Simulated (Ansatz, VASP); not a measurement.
**Two plane-wave programs on LiF**

```xyz
2
Lattice="0.0000 2.0140 2.0140 2.2406 0.0000 2.0140 2.2406 2.0140 0.0000" Properties=species:S:1:pos:R:3 pbc="T T T"
Li    0.0000    0.0000    0.0000
F     2.2406    2.0140    2.0140
```

Change from the starting cell: strain +0.1125 x Voigt [1, 0, 0, 0, 0, 0], atoms carried along.

Alike in both runs: task single point; functional PBE; k mesh 10 × 10 × 10; occupations gaussian, width 0.05 eV; no spin polarisation.

```csv
,VASP,Ansatz
version,VASP 6.6.1,Ansatz 0.2.0
potentials or method,"VASP PAW PBE potentials, release 64 (Li_sv, F)","scalar-relativistic, plane waves, PAW"
plane-wave cutoff (eV),520,420
valence electrons in the cell,10,10
```

|  | VASP | Ansatz | Ansatz less VASP |
| --- | --- | --- | --- |
| gap on the k mesh at the Fermi level (eV) | 8.09 | 8.09 | +0.003 |
| least direct gap on the mesh (eV) | 8.09 | 8.09 | +0.003 |

 A k mesh can miss the band edges.
